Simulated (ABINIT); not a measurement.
The system is NaF (Villiaumite).

```
Na F
1.0
     0.00000    2.32000    2.32000
     2.32000    0.00000    2.32000
     2.32000    2.32000    0.00000
Na F
1 1
Cartesian
  0.0000 0.0000 0.0000
  2.3200 2.3200 2.3200
```

Base run:

| Item | Value |
| --- | --- |
| Program | ABINIT 10.8.3 (patched build) |
| Functional | HSE06 |
| Potentials or basis | SG15 NC PBE v1.2 |
| Cutoff | 952 eV |
| k mesh | 6 × 6 × 6 |
| Occupations | fixed |
| Spin | no spin polarisation |

Its results: band gap on the k mesh 8.41 eV, direct; pressure -0.7 GPa.

Question: After a change of settings the same cell gave: band gap on the k mesh 6.33 eV, direct; pressure 1.1 GPa. Which change was it?
A. functional from HSE06 to PBEsol
B. functional from HSE06 to PBE0
C. functional from HSE06 to PBE

Answer: C.

HSE06 gives the wider gap, since exact exchange removes part of the self-interaction.

Caveats: Libxc's HSE differs a little from that of other programs (some runs); the potentials were made for another functional, which shifts forces and pressure (some runs).

Not every run made on this cell is shown here.
